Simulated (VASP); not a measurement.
# Ru (P6_3/mmc) in VASP: a series of runs

One crystal, Ru, is run at these levels: PBEsol; tasks: single point.

All numbers are computed with VASP 6.6.1; they aren't measurements. Logs are shortened: lines on timing, memory, paths and dates and some standing lists are left out, and cuts for length are marked.

### Step 1. The undisturbed crystal

It takes space group P6_3/mmc (No. 194, hexagonal). The conventional cell has a = 2.706 Å, b = 2.706 Å, c = 4.282 Å, α = 90.00°, β = 90.00°, γ = 120.00°. Ru (site symmetry -6m2) has 12 Ru at 2.65 to 2.71 Å as nearest neighbours.

### Step 2. Single point, PBEsol (grid = ENCUT=400 dk=0.27 cell=2x2x2 ISMEAR=1 SIGMA=0.1 LREAL=Auto EDIFF=1e-06)

Contents of INCAR:

```
  ALGO = Fast
  EDIFF = 1E-6
  ENCUT = 400
  GGA = PS
  ISIF = 2
  ISMEAR = 1
  LASPH = T
  LCHARG = F
  LREAL = Auto
  LWAVE = F
  NBANDS = 128
  NELM = 120
  PREC = Accurate
  SIGMA = 0.1
```

Contents of KPOINTS:

```
k-points
0
Gamma
  5 5 3
```

Contents of POSCAR:

```
Ru
1.0
    5.4116000000      0.0000000000      0.0000000000
   -2.7058000000      4.6865830752      0.0000000000
    0.0000000000      0.0000000000      8.5638000000
Ru
16
Direct
    0.3333333334      0.1666666666      0.3750000000
    0.3333333334      0.1666666666      0.8750000000
    0.3333333334      0.6666666666      0.3750000000
    0.3333333334      0.6666666666      0.8750000000
    0.8333333333      0.1666666666      0.3750000000
    0.8333333333      0.1666666666      0.8750000000
    0.8333333333      0.6666666666      0.3750000000
    0.8333333333      0.6666666666      0.8750000000
    0.1666666666      0.3333333334      0.1250000000
    0.1666666666      0.3333333334      0.6250000000
    0.1666666666      0.8333333333      0.1250000000
    0.1666666666      0.8333333333      0.6250000000
    0.6666666666      0.3333333334      0.1250000000
    0.6666666666      0.3333333334      0.6250000000
    0.6666666666      0.8333333333      0.1250000000
    0.6666666666      0.8333333333      0.6250000000
```

Potentials or basis: VASP PAW PBE potentials, release 64 (Ru_pv).

Started as:

```bash
cat potpaw_PBE.64/Ru_pv/POTCAR > POTCAR
mpirun -np 1 vasp_std > vasp.out
```

OUTCAR:

```text
EDIFF = 1E-6
   ENCUT = 400
   GGA = PS
   ISIF = 2
   ISMEAR = 1
   LASPH = T
   LREAL = Auto
   NELM = 120
   PREC = Accurate

 Found     10 irreducible k-points:

 Following reciprocal coordinates:
            Coordinates               Weight
  0.000000  0.000000  0.000000      1.000000
  0.200000  0.000000  0.000000      6.000000
  0.400000  0.000000  0.000000      6.000000
  0.200000  0.200000  0.000000      6.000000
  0.400000  0.200000  0.000000      6.000000
  0.000000  0.000000  0.333333      2.000000
   k-points           NKPTS =     10   k-points in BZ     NKDIM =     10   number of bands    NBANDS=    128
   number of dos      NEDOS =    301   number of ions     NIONS =     16
   total plane-waves  NPLWV =  72576
   dimension x,y,z NGX =    36 NGY =   36 NGZ =   56
   dimension x,y,z NGXF=    72 NGYF=   72 NGZF=  112
   ions per type =              16
   NGX,Y,Z   is equivalent  to a cutoff of  11.06, 11.06, 10.87 a.u.
   NGXF,Y,Z  is equivalent  to a cutoff of  22.12, 22.12, 21.74 a.u.
 SYSTEM =  unknown system
   PREC   = accura    normal or accurate (medium, high low for compatibility)
   ISTART =      0    job   : 0-new  1-cont  2-samecut
   ICHARG =      2    charge: 1-file 2-atom 10-const
   ISPIN  =      1    spin polarized calculation?
   LNONCOLLINEAR =      F non collinear calculations
   LSORBIT =      F    spin-orbit coupling
   LASPH  =      T    aspherical Exc in radial PAW
   ENCUT  =  400.0 eV  29.40 Ry    5.42 a.u.   8.82  8.82 13.97*2*pi/ulx,y,z
   NELM   =    120;   NELMIN=  2; NELMDL= -5     # of ELM steps
   EDIFF  = 0.1E-05   stopping-criterion for ELM
   LREAL  =      T    real-space projection
   EDIFFG = 0.1E-04   stopping-criterion for IOM
   NSW    =      0    number of steps for IOM
   IBRION =     -1    ionic relax: 0-MD 1-quasi-New 2-CG
   NFREE  =      0    steps in history (QN), initial steepest desc. (CG)
   ISIF   =      2    stress and relaxation
   ISYM   =      2    0-nonsym 1-usesym 2-fastsym
   POTIM  = 0.5000    time-step for ionic-motion
   TEBEG  =    0.0;   TEEND  =   0.0 temperature during run
   PSTRESS=    0.0 pullay stress
   NELECT =     224.0000    total number of electrons
   NUPDOWN=      -1.0000    fix difference up-down
   EMIN   =  10.00;   EMAX   =-10.00  energy-range for DOS
   EFERMI =   0.00;   METHOD = LEGACY
   ISMEAR =     1;   SIGMA  =   0.10  broadening in eV -4-tet -1-fermi 0-gaus
   EFERMI_NEDOS =   21; number of points for ismear=-14 and -15
   IALGO  =     68    algorithm
   IMIX   =      4    mixing-type and parameters
     AMIX     =   0.40;   BMIX     =  1.00
     AMIX_MAG =   1.60;   BMIX_MAG =  1.00
  volume/ion in A,a.u.               =      13.57        91.61
  Fermi-wavevector in a.u.,A,eV,Ry     =   1.654022  3.125649 37.222674  2.735789
  Thomas-Fermi vector in A             =   2.742361
   LORBIT       =      0    0 simple, 1 ext, 2 COOP (PROOUT), +10 PAW based schemes
   GGA     = PS    functional components
   LHFCALC =     F    Hartree Fock is set to
   AEXX    =    0.0000 exact exchange contribution
   IVDW    =     0    specifies the selected vdW correction
   LEPSILON=     F    determine dielectric tensor
   LRPA    =     F    only Hartree local field effects (RPA)
 non-spin polarized calculation
 RMM-DIIS sequential band-by-band and
 Methfessel and Paxton  Order N= 1 SIGMA  =   0.10
  energy-cutoff  :      400.00
  volume of cell :      217.19
 maximum number of plane-waves:      3981
 NGX is ok and might be reduce to    36
   NGX = 17   NGY = 17   NGZ = 27

 number of electron     224.0000058 magnetization

 Free energy of the ion-electron system (eV)
  ---------------------------------------------------
  ext. energy  EPLUGINS =         0.00000000
  ---------------------------------------------------
  free energy    TOTEN  =      -162.49026347 eV

  energy without entropy =     -162.47828489  energy(sigma->0) =     -162.48627061

 E-fermi :  12.7399     XC(G=0): -14.2826

 val. band max:       12.7376591754   @ k =   0.2000   0.0000   0.3333
 cond. band min:      12.7409622043   @ k =   0.4000   0.0000   0.3333
 fundamental gap:      0.0033030289
 Fermi energy:        12.7399356425

 k-point     1 :       0.0000    0.0000    0.0000
  band No.  band energies     occupation
      1     -30.9041      2.00000
      2     -30.7995      2.00000
      3     -30.7995      2.00000
      4     -30.7995      2.00000
      5     -30.7995      2.00000
      6     -30.7995      2.00000
[... 116 lines left out ...]
    123      14.3979     -0.00000
    124      14.4026     -0.00000

 k-point     2 :       0.2000    0.0000    0.0000
  band No.  band energies     occupation
      1     -30.8705      2.00000
      2     -30.7643      2.00000
      3     -30.7643      2.00000
      4     -30.7643      2.00000
      5     -30.7643      2.00000
      6     -30.7393      2.00000
[... 116 lines left out ...]
    123      14.1891     -0.00000
    124      14.1957     -0.00000

 k-point     3 :       0.4000    0.0000    0.0000
  band No.  band energies     occupation
      1     -30.7750      2.00000
      2     -30.6943      2.00000
      3     -30.6943      2.00000
      4     -30.6943      2.00000
      5     -30.6943      2.00000
      6     -30.6377      2.00000
[... 116 lines left out ...]
    123      14.2171     -0.00000
    124      14.2326     -0.00000

 k-point     4 :       0.2000    0.2000    0.0000
  band No.  band energies     occupation
      1     -30.8056      2.00000
      2     -30.7210      2.00000
      3     -30.7210      2.00000
      4     -30.6659      2.00000
      5     -30.6659      2.00000
      6     -30.6659      2.00000
[... 116 lines left out ...]
    123      14.1235     -0.00000
    124      14.1270     -0.00000

 k-point     5 :       0.4000    0.2000    0.0000
  band No.  band energies     occupation
      1     -30.6885      2.00000
      2     -30.6885      2.00000
      3     -30.6730      2.00000
      4     -30.6730      2.00000
      5     -30.6197      2.00000
      6     -30.6197      2.00000
[... 116 lines left out ...]
    123      14.0380     -0.00000
    124      14.0773     -0.00000

 k-point     6 :       0.0000    0.0000    0.3333
  band No.  band energies     occupation
      1     -30.8315      2.00000
      2     -30.8203      2.00000
      3     -30.8203      2.00000
      4     -30.8203      2.00000
      5     -30.7690      2.00000
      6     -30.7690      2.00000
[... 116 lines left out ...]
    123      14.3610     -0.00000
    124      14.3696     -0.00000

 [... further k-points ...]

 [bands above 124 left out]

------------------------ aborting loop because EDIFF is reached ----------------------------------------

  FORCE on cell =-STRESS in cart. coord.  units (eV):
  Direction    XX          YY          ZZ          XY          YZ          ZX
  --------------------------------------------------------------------------------------
  -------------------------------------------------------------------------------------
  Total       -7.3551757     -7.3551757    -14.2407730     -0.0000000      0.0000000      0.0000000
  in kB      -54.2569165    -54.2569165   -105.0498951     -0.0000000      0.0000000      0.0000000
  external PRESSURE =     -71.1879093 kB  Pullay stress =       0.0000000 kB

 VOLUME and BASIS-vectors are now :
 -----------------------------------------------------------------------------
  energy-cutoff  :      400.00
  volume of cell :      217.19
      direct lattice vectors                 reciprocal lattice vectors
     5.411600000  0.000000000  0.000000000     0.184788233  0.106687536  0.000000000
    -2.705800000  4.686583075  0.000000000     0.000000000  0.213375072  0.000000000
     0.000000000  0.000000000  8.563800000     0.000000000  0.000000000  0.116770592

 POSITION                                       TOTAL-FORCE (eV/Angst)
 -----------------------------------------------------------------------------------
      1.35290      0.78110      3.21143        -0.000000      0.000000      0.000000
      1.35290      0.78110      7.49333        -0.000000     -0.000000      0.000000
      0.00000      3.12439      3.21143        -0.000000      0.000000      0.000000
      0.00000      3.12439      7.49333        -0.000000      0.000000      0.000000
      4.05870      0.78110      3.21143         0.000000      0.000000      0.000000
      4.05870      0.78110      7.49333        -0.000000      0.000000      0.000000
[... 8 lines left out ...]
      1.35290      3.90549      1.07048         0.000000      0.000000     -0.000000
      1.35290      3.90549      5.35238         0.000000      0.000000     -0.000000
 -----------------------------------------------------------------------------------
    total drift:                                0.000001      0.000002      0.000000

  FREE ENERGIE OF THE ION-ELECTRON SYSTEM (eV)
  ---------------------------------------------------
  free  energy   TOTEN  =      -162.4902634698 eV

  energy  without entropy=     -162.4782848862  energy(sigma->0) =     -162.48627061
```

It took 5 min on 1 thread of Intel Xeon 6975P-C (Granite Rapids), shared host; peak memory 0.33 GiB.

The run converged, but some of its settings lie outside the range that counts as converged, so its numbers aren't taken as properties of the crystal.

What came out:

```yaml
Free_energy: -162.4903 eV
Pressure: -7.1 GPa
Band_gap_on_the_k_mesh: none (metal or under the smearing width)
```

Caveat: the PAW data sets were made with another functional, which shifts forces and pressure a little.

### Step 3. Single point, PBEsol (grid = ENCUT=650 dk=0.35 cell=2x2x2 ISMEAR=1 SIGMA=0.1 LREAL=Auto EDIFF=1e-06)

Changes to INCAR since step 2:

```diff
@@ -2,3 +2,3 @@
   EDIFF = 1E-6
-  ENCUT = 400
+  ENCUT = 650
   GGA = PS
```

Contents of KPOINTS:

```
k-points
0
Gamma
  4 4 3
```

POSCAR is that of step 2.

Potentials or basis: VASP PAW PBE potentials, release 64 (Ru_pv).

Started as:

```bash
cat potpaw_PBE.64/Ru_pv/POTCAR > POTCAR
mpirun -np 1 vasp_std > vasp.out
```

Run time: 9.5 min. Hardware: 1 thread of Intel Xeon 6975P-C (Granite Rapids), shared host; peak memory 0.5 GiB.

These settings aren't checked as converged: the numbers below hold their error.

Results:

```yaml
Free_energy: -162.7833 eV
Pressure: -6.6 GPa
Band_gap_on_the_k_mesh: none (metal or under the smearing width)
```

Caveat: the PAW data sets were made with another functional, which shifts forces and pressure a little.

### Step 4. For comparison

An earlier run on the cell as given: functional PBE; potentials or basis VASP PAW PBE potentials, release 64 (Ru_pv); cutoff 520 eV; k mesh 11 × 11 × 6; occupations fermi-dirac, width 0.05 eV; no spin polarisation.

- Pressure: 4.5 GPa
- Band gap on the k mesh: none (metal or under the smearing width)
